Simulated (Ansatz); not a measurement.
## CoO and the effect of the pressure

The cell as given:

Symmetry: I4/mmm, No. 139, tetragonal system. The conventional cell has a = 3.016 Å, b = 3.016 Å, c = 4.215 Å, α = 90.00°, β = 90.00°, γ = 90.00°. Co (site symmetry 4/mmm) is surrounded by 6 O at 2.11 to 2.13 Å. Around O (site symmetry 4/mmm) lie 6 Co at 2.11 to 2.13 Å.

The cell comes from a database or a generator and needn't be the form met in nature.

Kept alike: task relaxation of cell and atoms; functional PBE; k mesh 9 × 9 × 9; occupations fermi-dirac, width 0.05 eV; collinear spin, ferromagnetic start. Program: Ansatz, Ansatz PAW, cutoff 420 eV. The mesh is that of the run's cell of 2 atoms. No spin-orbit coupling.

| run | volume (Å³/atom) | largest site moment (μB) |
| --- | --- | --- |
| A | 9.287 | 2.38 |
| B | 9.566 | 2.45 |
| C | 8.199 | 1.77 |
| D | 9.446 | 2.42 |
| E | 8.669 | 2.24 |
| F | 9.061 | 2.34 |

The relaxations keep at least the cell's symmetry (I4/mmm). For a metal such a mesh leaves the last digits unconverged. The runs follow the start's structure, whether or not it is the stable one at these pressures. Ansatz's relaxations hold a Pulay term in the stress (up to 0.9 GPa here). P is the pressure aimed at, which the runs meet within some hundredths to tenths of a GPa. The runs hold the magnetic state that their start led to, which needn't be the lowest. Site moments count inside each atom's sphere or projector.

Task: The runs differ in the pressure alone: 0; 2; 5; 10; 20; 30 GPa. Which run is which?

Result: Run A is 5 GPa; run B is 0 GPa; run C is 30 GPa; run D is 2 GPa; run E is 20 GPa; run F is 10 GPa. The volume falls from 9.566 to 8.199 Å³/atom between 0 and 30 GPa. At the pressures aimed at, which the runs meet within some tenths of a GPa, the step from 0 to 5 GPa gives a mean bulk modulus near 169 GPa, the last step 179 GPa. The largest site moment falls from 2.45 to 1.77 μB between 0 and 30 GPa.
